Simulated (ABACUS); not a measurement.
## HfO2 under changes of volume

One of the cells (11.152 Å³/atom); the others are scaled copies at fixed shape and fractional positions:

```
Hf O
1.0
     0.00000    2.55750    2.55750
     2.55750    0.00000    2.55750
     2.55750    2.55750    0.00000
Hf O
1 2
Direct
  0.00000 0.00000 0.00000
  0.75000 0.75000 0.75000
  0.25000 0.25000 0.25000
```

Measurements of this composition are mostly on another form, of space group No. 14.

- Program: ABACUS 3.10.1
- Functional: PBE
- Potentials or basis: PseudoDojo NC SR 0.4.1 PBE standard
- Cutoff: 1143 eV
- Density cutoff: 4572 eV
- Basis: plane waves
- k mesh: 9 × 9 × 9
- Occupations: fermi-dirac, width 0.05 eV
- Spin: no spin polarisation

```tsv
volume (Å³/atom)	energy over the lowest point (meV/atom)	pressure (GPa)	gap on the mesh (eV)
10.483	14.92	11.2	4.05
10.706	3.54	5.2	3.99
10.929	0.00	-0.1	3.93
11.152	?	?	?
11.375	13.31	-9.2	3.82
11.598	28.82	-13.1	3.76
11.821	49.43	-16.6	3.70
```

Problem. What does the run at 11.152 Å³/atom give?

Solution. Energy over the lowest point 3.49 meV/atom; pressure -4.9 GPa; gap on the mesh 3.87 eV.

Worked out: A Birch-Murnaghan fit of order 3 (a polynomial in V^(-2/3)) to the other rows has its minimum at 10.93 Å³/atom with B0 = V·E''(V) = 248 GPa and B' = 4.2. It gives 3.49 meV/atom at 11.152 Å³/atom, against the run's 3.49, and -dE/dV = -4.9 GPa, against -4.9. A straight line through the other rows of the gap, of slope -2.89 eV per unit of ln V, gives 3.87 eV, against the run's 3.87.

Energies are extrapolated to zero smearing.

Caveats: spin-orbit coupling is left out, which moves the levels of the heavy elements; an odd mesh through Γ misses points on the zone boundary, where band edges often lie.
